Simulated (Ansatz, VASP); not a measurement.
**MgI2 in VASP and in Ansatz**

```
Mg I
1.0
     4.09186    0.00000    0.00000
    -2.04593    3.54366    0.00000
     0.00000    0.00000    7.59757
Mg I
1 2
Direct
  0.00000 0.00000 0.00000
  0.33333 0.66667 0.80507
  0.66667 0.33333 0.19493
```

Alike in both runs: task single point; functional PBE; k mesh 6 × 6 × 4; occupations gaussian, width 0.05 eV; no spin polarisation.

|  | VASP | Ansatz |
| --- | --- | --- |
| version | VASP 6.6.1 | Ansatz 0.2.0 |
| potentials or method | VASP PAW PBE potentials, release 64 (Mg, I) | scalar-relativistic, plane waves, PAW |
| plane-wave cutoff (eV) | 520 | 520 |
| valence electrons in the cell | 16 | 44 |

|  | VASP | Ansatz | Ansatz less VASP |
| --- | --- | --- | --- |
| gap on the k mesh at the Fermi level (eV) | 3.77 | 3.79 | +0.017 |
| least direct gap on the mesh (eV) | 4.21 | 4.23 | +0.018 |
| pressure (GPa) | 5.3 | 5.3 | +0.04 |
| largest component of the traceless stress (GPa) | 0.79 | 0.78 | -0.008 |
| rms of the force components (eV/Å) | 0.667 | 0.671 | +0.0035 |

Atom by atom the forces differ by 0.003 eV/Å (rms over components). With one functional, cell and mesh, what is left measures potentials, basis and numerics. The two sets of potentials don't hold the same shells in valence.

Caveats: spin-orbit coupling is left out, which moves the levels of the heavy elements; this functional lacks dispersion, which binds the layers, so the pressure and a relaxed spacing across them are unreliable; forces of over 1 eV/Å show positions far from the minimum, so gaps and moduli don't describe the material at rest. A k mesh can miss the band edges.
